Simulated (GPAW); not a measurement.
Crystal: Al2O3 (Corundum).

```xyz
10
Lattice="2.3803 1.3742 4.3319 -2.3803 1.3742 4.3319 0.0000 -2.7485 4.3319" Properties=species:S:1:pos:R:3 pbc="T T T"
Al    0.0000    0.0000   11.0743
Al    0.0000    0.0000    8.4191
Al    0.0000    0.0000    1.9213
Al    0.0000    0.0000    4.5765
O    -1.6503   -0.1099    5.4148
O     0.7300    1.4841    5.4148
O     0.9203   -1.3742    5.4148
O     1.6503    0.1099    7.5808
O    -0.7300   -1.4841    7.5808
O    -0.9203    1.3742    7.5808
```

Program: GPAW 26.7.0. Alike in all runs: no spin polarisation; cell as given.

Task: Order these runs on this cell by their pressure, lowest first.
A. level LDA; potentials or basis the program's PAW data sets (release 1.2.1) made for this functional, pw; k mesh 6 × 6 × 6; cutoff (eV) 600; smearing fermi-dirac 0.05 eV; maxiter 80
B. level PBE; potentials or basis GPAW PAW data sets (gpaw-data 1.2.1), pw; k mesh 7 × 7 × 7; cutoff (eV) 800; smearing gaussian 0.013 eV; maxiter 150
C. level LDA; potentials or basis PAW data sets generated in the run's folder for this functional, pw; k mesh 4 × 4 × 4; cutoff (eV) 680; smearing fermi-dirac 0.01 eV; maxiter 150

Result: A (-9.5 GPa), C (-4.7 GPa), B (9.7 GPa).

Caveats: the cutoff is short for stress and forces, so pressures can be off by a GPa or more (some runs).

Not every run made on this cell is shown here.
